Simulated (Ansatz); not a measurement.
# Moving the functional in TiSi2

The cell as given:

```
Ti Si
1.0
     1.76511   -6.75928    0.00000
     1.76511    6.75928    0.00000
     0.00000    0.00000    3.56517
Ti Si
2 4
Direct
  0.10312 0.89688 0.25000
  0.89688 0.10312 0.75000
  0.75031 0.24969 0.25000
  0.24969 0.75031 0.75000
  0.44175 0.55825 0.25000
  0.55825 0.44175 0.75000
```

The cell comes from a database or a generator and needn't be the stable form of this composition.

Kept alike: task relaxation of cell and atoms; k mesh 8 × 8 × 8; occupations fermi-dirac, width 0.05 eV; no spin polarisation. Program: Ansatz, Ansatz PAW. Cutoffs run from 420 to 500 eV. The mesh is that of the run's cell of 6 atoms. No spin-orbit coupling.

```csv
functional,volume (Å³/atom),first edge of the run's cell (Å),third edge of the run's cell (Å)
LDA,13.604,6.854,3.531
PBE,14.346,7.005,3.579
PBEsol,13.908,6.901,3.555
r2SCAN,14.158,6.979,3.565
```

The relaxations keep at least the cell's symmetry (Cmcm). For a metal such a mesh leaves the last digits unconverged. Relaxations stop with a little pressure left, so the last digits of a volume or edge aren't settled. All rows use potentials made for PBE.

The volume runs from 13.604 (LDA) to 14.346 Å³/atom (PBE). From PBE: LDA -0.742; PBEsol -0.438; r2SCAN -0.188. The first edge of the run's cell runs from 6.854 (LDA) to 7.005 Å (PBE). From PBE: LDA -0.151; PBEsol -0.104; r2SCAN -0.026. The third edge of the run's cell runs from 3.531 (LDA) to 3.579 Å (PBE). From PBE: LDA -0.048; PBEsol -0.024; r2SCAN -0.014.

All three lengths and volumes put the functionals in the same order: LDA gives the smallest cell, followed by PBEsol, r2SCAN and PBE. This is the familiar overbinding of LDA. Gradient corrections to exchange favour the more inhomogeneous density of separated atoms and so weaken the mixed covalent and metallic bonding, in which Ti d states hybridise with Si p states. PBEsol has a weaker exchange enhancement than PBE and keeps part of the LDA contraction.

The response isn't uniform. Going from PBE to LDA or PBEsol, the first edge, which lies mostly along the long axis of this layered ZrSi2-type structure, shortens proportionally more than the third. This suggests that the stacking direction is the more compliant one. r2SCAN breaks the pattern, with both edges shrinking by nearly the same fraction, so its difference from PBE resembles a slight, almost even compression. Without a measured lattice for this polymorph, the spread shows sensitivity to the functional, not which functional is most accurate.
